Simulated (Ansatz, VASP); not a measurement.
**HfO2 in VASP and in Ansatz**

```
Hf O
1.0
     3.55802    0.00000    0.00000
     0.00000    3.55802    0.00000
     0.00000    0.00000    5.17186
Hf O
2 4
Cartesian
  1.7790 1.7790 2.5859
  0.0000 0.0000 0.0000
  0.0000 1.7790 3.6059
  1.7790 0.0000 4.1519
  1.7790 0.0000 1.5660
  0.0000 1.7790 1.0199
```

Measurements of this composition are mostly on another form, of space group No. 14.

Alike in both runs: task single point; functional PBEsol; k mesh 6 × 6 × 4; occupations gaussian, width 0.1 eV; no spin polarisation.

```csv
,VASP,Ansatz
version,VASP 6.6.1,Ansatz 0.2.0
potentials or method,"VASP PAW PBE potentials, release 64 (Hf_pv, O)","scalar-relativistic, plane waves, PAW"
plane-wave cutoff (eV),520,420
valence electrons in the cell,44,76
```

```csv
,VASP,Ansatz,Ansatz less VASP
gap on the k mesh at the Fermi level (eV),4.63,4.64,+0.011
least direct gap on the mesh (eV),4.71,4.72,+0.001
pressure (GPa),-1.4,1.9,+3.24
largest component of the traceless stress (GPa),0.44,0.47,+0.034
rms of the force components (eV/Å),0.029,0.043,+0.0138
```

Atom by atom the forces differ by 0.014 eV/Å (rms over components). One of these differences is far larger than is usual between the two programs; its cause wasn't traced. The functional is the same, so the differences come from potentials, cutoffs and numerics. The two sets of potentials don't hold the same shells in valence.

Caveats: the PAW data sets were made with another functional, which shifts forces and pressure a little (VASP); spin-orbit coupling is left out, which moves the levels of the heavy elements. A k mesh can miss the band edges. PBEsol gaps usually lie below the measured ones, often by a third to a half.
